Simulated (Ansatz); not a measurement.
Here is an Ansatz 0.2.0 calculation.

Contents of input.yaml:

```yaml
crystal:
  lattice:
    - [3.9998, 0.0, 0.0]
    - [0.0, 3.9998, 0.0]
    - [0.0, 0.0, 4.018]
  atoms:
    - { symbol: Ba, position: [0.0, 0.0, 0.0] }
    - { symbol: Ti, position: [0.5, 0.5, 0.49] }
    - { symbol: O, position: [0.0, 0.5, 0.517] }
    - { symbol: O, position: [0.5, 0.0, 0.517] }
    - { symbol: O, position: [0.5, 0.5, 0.019] }
kpoints:
  mp_grid: { grid: [7, 7, 7] }
  band_path:
    path:
      - [0.0, 0.0, 0.0]
      - [0.0, 0.5, 0.0]
      - [0.5, 0.5, 0.0]
      - [0.0, 0.0, 0.0]
      - [0.0, 0.0, 0.5]
      - [0.0, 0.5, 0.5]
      - [0.5, 0.5, 0.5]
      - [0.0, 0.0, 0.5]
    npoints: 12
scf:
  occupations: { method: fermi_dirac, width: 0.05 }
hamiltonian:
  xc: revpbe
  pseudopotentials: { kind: all_electron, lapw: { basis_error: 0.002 } }
output:
  forces: true
  stress: true
  eigenvalues: true
```

Potentials or basis: all-electron LAPW, scalar-relativistic.

Launch:

```console
$ ansatz run input.yaml --threads 4 --pin off --max-ram 12288MiB --backend cpu --events-out ev --progress --plain --runs-dir out
```

Q: Estimate the band gap on the k mesh.

A: 1.95 eV, indirect (least direct gap 2.11 eV).

Q: What does it give for the largest force?

A: 0.307 eV/Å.

Q: Estimate the pressure.

A: 5.5 GPa.

Q: Estimate the band gap along the path.

A: 1.86 eV, indirect (least direct gap 2.11 eV).

Forces on the atoms (eV/Å):
```
Ba   0.000  0.000  0.051
Ti   0.000  0.000 -0.155
O    0.000  0.000 -0.101
O    0.000  0.000 -0.101
O    0.000  0.000  0.307
```

Caveat: spin-orbit coupling is left out, which moves the levels of the heavy elements; the mesh misses the band edges, which the band path finds closer together. Expect the measured gap to be larger: semilocal functionals such as revPBE lack the derivative discontinuity.
